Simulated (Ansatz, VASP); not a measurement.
**ZnO: VASP beside Ansatz**

```
CELL_PARAMETERS angstrom
3.84858 0.00000 0.00000
0.00000 3.84858 0.00000
0.00000 0.00000 3.58776
ATOMIC_POSITIONS crystal
Zn 0.00000 0.00000 0.50000
Zn 0.50000 0.50000 0.50000
O 0.00000 0.50000 0.67963
O 0.50000 0.00000 0.32037
```

Alike in both runs: task relaxation of cell and atoms; functional PBE; k mesh 4 × 4 × 6; occupations gaussian, width 0.1 eV; no spin polarisation.

|  | VASP | Ansatz |
| --- | --- | --- |
| version | VASP 6.6.1 | Ansatz 0.2.0 |
| potentials or method | VASP PAW PBE potentials, release 64 (Zn, O) | scalar-relativistic, plane waves, PAW |
| plane-wave cutoff (eV) | 600 | 420 |
| valence electrons in the cell | 36 | 36 |

Ansatz gave:

- gap on the k mesh at the Fermi level, each at its own relaxed structure (eV): 1.10
- relaxed volume (Å³/atom): 13.29
- relaxed cell length with the largest relative difference (Å): 3.849

Task: Which values does VASP return?

Result: gap on the k mesh at the Fermi level, each at its own relaxed structure (eV): 1.06; relaxed volume (Å³/atom): 13.36; relaxed cell length with the largest relative difference (Å): 3.860.

A k mesh can miss the band edges.
